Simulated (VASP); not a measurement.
# Os (P6_3/mmc) in VASP: notebook

One crystal, Os, is run at these levels: SCAN, rSCAN; tasks: relaxation of cell and atoms.

All numbers are computed with VASP 6.6.1; they aren't measurements. Logs are shortened: lines on timing, memory, paths and dates and some standing lists are left out, and cuts for length are marked.

### Step 1. The structure

Symmetry: P6_3/mmc, No. 194, hexagonal system. Conventional cell: a = 2.734 Å, b = 2.734 Å, c = 4.320 Å, α = 90.00°, β = 90.00°, γ = 120.00°. Os (site symmetry -6m2) is surrounded by 12 Os at 2.68 to 2.73 Å.

### Step 2. Relaxation of cell and atoms, SCAN

INCAR

```
SYSTEM = Os
PREC = Accurate ; ENCUT = 600
EDIFF = 1E-7 ; ISMEAR = -1
SIGMA = 0.05 ; LREAL = .FALSE.
LASPH = .TRUE. ; NELM = 60
ALGO = Normal ; ISIF = 3
LWAVE = .FALSE. ; LCHARG = .FALSE.
METAGGA = SCAN ; LMIXTAU = .TRUE.
IBRION = 2 ; NSW = 60
EDIFFG = -0.01
```

KPOINTS

```
Automatic mesh
0
G
  11 11 6
  0 0 0
```

POSCAR

```
Os
1.0
    2.7341000000      0.0000000000      0.0000000000
   -1.3670500000      2.3678000565      0.0000000000
    0.0000000000      0.0000000000      4.3197000000
Os
2
Direct
    0.6666666667      0.3333333333      0.7500000000
    0.3333333333      0.6666666667      0.2500000000
```

Potentials or basis: VASP PAW PBE potentials, release 64 (Os).

Command:

```console
$ cat potpaw_PBE.64/Os/POTCAR > POTCAR
$ mpirun -np 1 vasp_std > vasp.out
```

OUTCAR:

```text
SYSTEM = Os
   PREC = Accurate
   ENCUT = 600
   EDIFF = 1E-7
   ISMEAR = -1
   LREAL = .FALSE.
   LASPH = .TRUE.
   NELM = 60
   ISIF = 3
   METAGGA = SCAN
   IBRION = 2
   NSW = 60
   EDIFFG = -0.01

 ion  position               nearest neighbor table
   1  0.667  0.333  0.750-   2 2.68   2 2.68   2 2.68   2 2.68   2 2.68   2 2.68
   2  0.333  0.667  0.250-   1 2.68   1 2.68   1 2.68   1 2.68   1 2.68   1 2.68

  LATTYP: Found a hexagonal cell.
 ALAT       =     2.7341000000
 C/A-ratio  =     1.5799348963

  Lattice vectors:

 A1 = (   2.7341000000,   0.0000000000,   0.0000000000)
 A2 = (  -1.3670500000,   2.3678000565,   0.0000000000)
 A3 = (   0.0000000000,   0.0000000000,   4.3197000000)

Analysis of symmetry for initial positions (statically):
=====================================================================
 Subroutine PRICEL returns:
 Original cell was already a primitive cell.

 Routine SETGRP: Setting up the symmetry group for a
 hexagonal supercell.

 Subroutine GETGRP returns: Found 24 space group operations
 (whereof 12 operations were pure point group operations)
 out of a pool of 24 trial point group operations.

The static configuration has the point symmetry D_3d.
 The point group associated with its full space group is D_6h.

Analysis of symmetry for dynamics (positions and initial velocities):
=====================================================================
 Subroutine PRICEL returns:
 Original cell was already a primitive cell.

 Routine SETGRP: Setting up the symmetry group for a
 hexagonal supercell.

 Subroutine GETGRP returns: Found 24 space group operations
 (whereof 12 operations were pure point group operations)
 out of a pool of 24 trial point group operations.

The dynamic configuration has the point symmetry D_3d.
 The point group associated with its full space group is D_6h.

 Subroutine INISYM returns: Found 24 space group operations
 (whereof 12 operations are pure point group operations),
 and found     1 'primitive' translations

----------------------------------------------------------------------------------------

                                     Primitive cell

  volume of cell :      27.9649

  direct lattice vectors                    reciprocal lattice vectors
     2.734100000  0.000000000  0.000000000     0.365751070  0.211166479  0.000000000
    -1.367050000  2.367800057  0.000000000     0.000000000  0.422332957  0.000000000
     0.000000000  0.000000000  4.319700000     0.000000000  0.000000000  0.231497558

  length of vectors
     2.734100000  2.734100000  4.319700000     0.422332957  0.422332957  0.231497558

  position of ions in fractional coordinates (direct lattice)
     0.666666667  0.333333333  0.750000000
     0.333333333  0.666666667  0.250000000
[... 96 lines left out ...]
     AMIX     =   0.40;   BMIX     =  1.00
     AMIX_MAG =   1.60;   BMIX_MAG =  1.00
  volume/ion in A,a.u.               =      13.98        94.36
  Fermi-wavevector in a.u.,A,eV,Ry     =   1.359076  2.568282 25.131161  1.847088
  Thomas-Fermi vector in A             =   2.485855
   LORBIT       =      0    0 simple, 1 ext, 2 COOP (PROOUT), +10 PAW based schemes
   METAGGA = SCAN    functional components
   LHFCALC =     F    Hartree Fock is set to
   AEXX    =    0.0000 exact exchange contribution
   IVDW    =     0    specifies the selected vdW correction
   LEPSILON=     F    determine dielectric tensor
   LRPA    =     F    only Hartree local field effects (RPA)
 conjugate gradient relaxation of ions
 non-spin polarized calculation
  energy-cutoff  :      600.00
  volume of cell :       27.96
 maximum number of plane-waves:       965
 NGX is ok and might be reduce to    24
   NGX = 11   NGY = 11   NGZ = 17

--------------------------------------- Ionic step        1  -------------------------------------------

 number of electron      16.0000001 magnetization

 Free energy of the ion-electron system (eV)
  ---------------------------------------------------
  ext. energy  EPLUGINS =         0.00000000
  ---------------------------------------------------
  free energy    TOTEN  =      -143.62811856 eV

  energy without entropy =     -143.61528167  energy(sigma->0) =     -143.62170011

------------------------ aborting loop because EDIFF is reached ----------------------------------------

  FORCE on cell =-STRESS in cart. coord.  units (eV):
  Direction    XX          YY          ZZ          XY          YZ          ZX
  --------------------------------------------------------------------------------------
  -------------------------------------------------------------------------------------
  Total       -1.5154807     -1.5154807     -1.9230913      0.0000000      0.0000000      0.0000000
  in kB      -86.8256401    -86.8256401   -110.1786597      0.0000000      0.0000000      0.0000000
  external PRESSURE =     -94.6099799 kB  Pullay stress =       0.0000000 kB
[... 23 lines left out ...]
--------------------------------------- Ionic step        2  -------------------------------------------

 number of electron      16.0000000 magnetization

 E-fermi :  11.0534     XC(G=0): -16.7091

 val. band max:       11.0461181780   @ k =   0.0909   0.0000   0.3333
 cond. band min:      11.0786632451   @ k =   0.3636   0.0909   0.3333
 fundamental gap:      0.0325450671
 Fermi energy:        11.0533776333

 k-point     1 :       0.0000    0.0000    0.0000
  band No.  band energies     occupation
      1      -2.3518      2.00000
      2       1.2638      2.00000
      3       7.1706      2.00000
      4       7.1706      2.00000
      5       7.7507      2.00000
      6       8.3210      2.00000
      7       8.3210      2.00000
      8       9.0216      2.00000
      9       9.0216      2.00000
     10      10.9695      1.68530
     11      13.2560      0.00000
     12      13.2560      0.00000
[... 596 lines left out ...]
--------------------------------------- Ionic step        9  -------------------------------------------

 number of electron      16.0000001 magnetization

 Free energy of the ion-electron system (eV)
  ---------------------------------------------------
  ext. energy  EPLUGINS =         0.00000000
  ---------------------------------------------------
  free energy    TOTEN  =      -143.64640234 eV

  energy without entropy =     -143.63384679  energy(sigma->0) =     -143.64012456

 E-fermi :   9.4432     XC(G=0): -16.0264

 val. band max:        9.4308768878   @ k =   0.0909   0.0000   0.3333
 cond. band min:       9.4890954136   @ k =   0.3636   0.0909   0.3333
 fundamental gap:      0.0582185257
 Fermi energy:         9.4432375383

 k-point     1 :       0.0000    0.0000    0.0000
  band No.  band energies     occupation
      1      -2.8935      2.00000
      2       0.7597      2.00000
      3       6.1246      2.00000
      4       6.1246      2.00000
      5       6.4956      2.00000
      6       7.0679      2.00000
      7       7.0679      2.00000
      8       7.7553      2.00000
      9       7.7553      2.00000
     10       9.2133      1.98008
     11      11.3656      0.00000
     12      11.3656      0.00000
[... 374 lines left out ...]
  FREE ENERGIE OF THE ION-ELECTRON SYSTEM (eV)
  ---------------------------------------------------
  free  energy   TOTEN  =      -143.6464023393 eV

  energy  without entropy=     -143.6338467905  energy(sigma->0) =     -143.64012456

 reached required accuracy - stopping structural energy minimisation
```

Run time: 11 min. Hardware: 1 thread of AMD EPYC 9R45 (Zen 5), shared host; peak memory 0.16 GiB.

What came out:

| Quantity | Value |
| --- | --- |
| Free energy | -143.6464 eV |
| Relaxed volume | 13.68 Å³/atom |
| Relaxed cell | a = 2.717 Å, b = 2.717 Å, c = 4.281 Å, α = 90.00°, β = 90.00°, γ = 120.00° |
| Space group after relaxing (to 0.05 Å) | P6_3/mmc (No. 194) |
| Energy gained by relaxing | 9.1 meV/atom |
| Ionic steps | 9 |
| Pressure after relaxing | 0.0 GPa |
| Band gap on the k mesh | none (metal or under the smearing width) |

Step by step:
```csv
step,energy change (eV),largest force (eV/Å),pressure (GPa),volume (Å³)
1,0.0000,0.0000,-9.46,27.96
2,0.4224,0.0000,58.92,24.75
3,-0.0182,0.0000,-0.48,27.39
4,-0.0182,0.0000,-0.04,27.37
5,-0.0182,0.0000,0.16,27.36
6,-0.0182,0.0000,0.11,27.36
7,-0.0183,0.0000,0.14,27.36
8,-0.0183,0.0000,-0.44,27.39
9,-0.0183,0.0000,-0.03,27.37
```

Final structure:
```xyz
2
Lattice="2.7171 0.0000 0.0000 -1.3585 2.3531 0.0000 0.0000 0.0000 4.2809" Properties=species:S:1:pos:R:3 pbc="T T T"
Os    1.3585    0.7844    3.2107
Os    0.0000    1.5687    1.0702
```

Caveat: the PAW data sets were made with another functional, which shifts forces and pressure a little. Spin-orbit coupling is left out, which matters for the levels of Os.

### Step 3. Relaxation of cell and atoms, rSCAN

INCAR

```
PREC = Accurate
ENCUT = 600
EDIFF = 1E-6
ISMEAR = -1
SIGMA = 0.05
LREAL = False
LASPH = True
NELM = 60
ALGO = Normal
ISIF = 3
LWAVE = False
LCHARG = False
METAGGA = RSCAN
LMIXTAU = True
IBRION = 2
NSW = 60
EDIFFG = -0.005
```

KPOINTS

```
Automatic mesh
0
Gamma
  11 11 6
```

POSCAR is that of step 2.

Potentials or basis: VASP PAW PBE potentials, release 64 (Os).

Command:

```console
$ cat potpaw_PBE.64/Os/POTCAR > POTCAR
$ mpirun -np 1 vasp_std > vasp.out
```

OUTCAR:

```text
PREC = Accurate
   ENCUT = 600
   EDIFF = 1E-6
   ISMEAR = -1
   LREAL = False
   LASPH = True
   NELM = 60
   ISIF = 3
   METAGGA = RSCAN
   IBRION = 2
   NSW = 60
   EDIFFG = -0.005

 ion  position               nearest neighbor table
   1  0.667  0.333  0.750-   2 2.68   2 2.68   2 2.68   2 2.68   2 2.68   2 2.68
   2  0.333  0.667  0.250-   1 2.68   1 2.68   1 2.68   1 2.68   1 2.68   1 2.68

  LATTYP: Found a hexagonal cell.
 ALAT       =     2.7341000000
 C/A-ratio  =     1.5799348963

  Lattice vectors:

 A1 = (   2.7341000000,   0.0000000000,   0.0000000000)
 A2 = (  -1.3670500000,   2.3678000565,   0.0000000000)
 A3 = (   0.0000000000,   0.0000000000,   4.3197000000)

Analysis of symmetry for initial positions (statically):
=====================================================================
 Subroutine PRICEL returns:
 Original cell was already a primitive cell.

 Routine SETGRP: Setting up the symmetry group for a
 hexagonal supercell.

 Subroutine GETGRP returns: Found 24 space group operations
 (whereof 12 operations were pure point group operations)
 out of a pool of 24 trial point group operations.

The static configuration has the point symmetry D_3d.
 The point group associated with its full space group is D_6h.

Analysis of symmetry for dynamics (positions and initial velocities):
=====================================================================
 Subroutine PRICEL returns:
 Original cell was already a primitive cell.

 Routine SETGRP: Setting up the symmetry group for a
 hexagonal supercell.

 Subroutine GETGRP returns: Found 24 space group operations
 (whereof 12 operations were pure point group operations)
 out of a pool of 24 trial point group operations.

The dynamic configuration has the point symmetry D_3d.
 The point group associated with its full space group is D_6h.

 Subroutine INISYM returns: Found 24 space group operations
 (whereof 12 operations are pure point group operations),
 and found     1 'primitive' translations

[... 137 lines left out ...]
 Free energy of the ion-electron system (eV)
  ---------------------------------------------------
  ext. energy  EPLUGINS =         0.00000000
  ---------------------------------------------------
  free energy    TOTEN  =      -182.72771247 eV

  energy without entropy =     -182.71515599  energy(sigma->0) =     -182.72143423

------------------------ aborting loop because EDIFF is reached ----------------------------------------

  FORCE on cell =-STRESS in cart. coord.  units (eV):
  Direction    XX          YY          ZZ          XY          YZ          ZX
  --------------------------------------------------------------------------------------
  -------------------------------------------------------------------------------------
  Total        0.3998450      0.3998450      0.2557523     -0.0000000      0.0000000      0.0000000
  in kB       22.9081071     22.9081071     14.6526833     -0.0000000      0.0000000      0.0000000
  external PRESSURE =      20.1562992 kB  Pullay stress =       0.0000000 kB
[... 167 lines left out ...]
--------------------------------------- Ionic step        6  -------------------------------------------

 number of electron      16.0000001 magnetization

 Free energy of the ion-electron system (eV)
  ---------------------------------------------------
  ext. energy  EPLUGINS =         0.00000000
  ---------------------------------------------------
  free energy    TOTEN  =      -182.72858479 eV

  energy without entropy =     -182.71591284  energy(sigma->0) =     -182.72224882

 E-fermi :   9.0896     XC(G=0): -15.3050

 val. band max:        9.0583222962   @ k =   0.0909   0.0000   0.3333
 cond. band min:       9.1436130826   @ k =   0.3636   0.0909   0.3333
 fundamental gap:      0.0852907865
 Fermi energy:         9.0896137961

 k-point     1 :       0.0000    0.0000    0.0000
  band No.  band energies     occupation
      1      -2.1349      2.00000
      2       1.1191      2.00000
      3       6.0034      2.00000
      4       6.0034      2.00000
      5       6.2832      2.00000
      6       6.8621      2.00000
      7       6.8621      2.00000
      8       7.4950      2.00000
      9       7.4950      2.00000
     10       9.2331      0.10736
     11      10.8715      0.00000
     12      10.8715      0.00000
[... 331 lines left out ...]
 k-point    24 :       0.1818    0.0909    0.1667
  band No.  band energies     occupation
      1       0.2528      2.00000
      2       2.7711      2.00000
      3       4.2268      2.00000
      4       4.4495      2.00000
      5       5.7400      2.00000
      6       6.3677      2.00000
      7       6.9654      2.00000
      8       7.9636      2.00000
      9       8.5808      1.99992
     10       8.9703      1.83141
     11      11.3161      0.00000
     12      14.9067      0.00000

 [... further k-points ...]

------------------------ aborting loop because EDIFF is reached ----------------------------------------

  FORCE on cell =-STRESS in cart. coord.  units (eV):
  Direction    XX          YY          ZZ          XY          YZ          ZX
  --------------------------------------------------------------------------------------
  -------------------------------------------------------------------------------------
  Total       -0.0056564     -0.0056564     -0.0052787      0.0000000      0.0000000      0.0000000
  in kB       -0.3225316     -0.3225316     -0.3009947      0.0000000      0.0000000      0.0000000
  external PRESSURE =      -0.3153526 kB  Pullay stress =       0.0000000 kB
[... 17 lines left out ...]
  FREE ENERGIE OF THE ION-ELECTRON SYSTEM (eV)
  ---------------------------------------------------
  free  energy   TOTEN  =      -182.7285847910 eV

  energy  without entropy=     -182.7159128416  energy(sigma->0) =     -182.72224882

 reached required accuracy - stopping structural energy minimisation
```

OSZICAR:

```text
N       E                     dE             d eps       ncg     rms          rms(c)
DAV:   1    -0.371701536115E+02   -0.37170E+02   -0.86865E+03  1536   0.150E+03
DAV:   2    -0.177133122171E+03   -0.13996E+03   -0.12654E+03  1604   0.433E+02
DAV:   3    -0.185568758325E+03   -0.84356E+01   -0.77607E+01  1904   0.890E+01
[... 51 lines left out ...]
DAV:   2    -0.182728584544E+03    0.47543E-04   -0.48688E-05  1836   0.959E-02    0.177E-02
DAV:   3    -0.182728580642E+03    0.39012E-05   -0.14189E-05  1564   0.367E-02    0.326E-03
DAV:   4    -0.182728583341E+03   -0.26989E-05   -0.43216E-06  1564   0.204E-02    0.247E-03
DAV:   5    -0.182728584568E+03   -0.12264E-05   -0.15155E-06   932   0.177E-02    0.146E-03
DAV:   6    -0.182728584791E+03   -0.22334E-06   -0.17142E-07   768   0.675E-03
   6 F= -.18272858E+03 E0= -.18272225E+03  d E =-.334856E-04
```

It took 4.1 min on 1 thread of AMD EPYC 9R45 (Zen 5), shared host; peak memory 0.14 GiB.

What came out:

```yaml
Free_energy: -182.7286 eV
Relaxed_volume: 14.05 Å³/atom
Relaxed_cell: a = 2.740 Å, b = 2.740 Å, c = 4.322 Å, α = 90.00°, β = 90.00°, γ = 120.00°
Space_group_after_relaxing_to_0.05_Å: P6_3/mmc (No. 194)
Energy_gained_by_relaxing: 0.4 meV/atom
Ionic_steps: 6
Pressure_after_relaxing: 0.0 GPa
Band_gap_on_the_k_mesh: none (metal or under the smearing width)
```

Step by step:
```csv
step,energy change (eV),largest force (eV/Å),pressure (GPa),volume (Å³)
1,0.0000,0.0000,2.02,27.96
2,0.0151,0.0000,-8.49,28.68
3,-0.0008,0.0000,-0.04,28.10
4,-0.0008,0.0000,-0.05,28.10
5,-0.0008,0.0000,0.03,28.10
6,-0.0009,0.0000,-0.03,28.10
```

Final structure:
```
Os
1.0
     2.73992    0.00000    0.00000
    -1.36996    2.37284    0.00000
     0.00000    0.00000    4.32184
Os
2
Direct
  0.66667 0.33333 0.75000
  0.33333 0.66667 0.25000
```

Levels at points of the mesh, in eV from the Fermi level:
```
           k point  band 6  band 7  band 8  band 9  band 10  band 11
(0.00, 0.00, 0.00)   -2.23   -2.23   -1.59   -1.59     0.14     1.78
(0.00, 0.00, 0.50)   -3.30   -3.30   -3.30    0.96     0.96     0.96
```

Caveat: the PAW data sets were made with another functional, which shifts forces and pressure a little. Zero-point motion and thermal expansion aren't in these numbers.
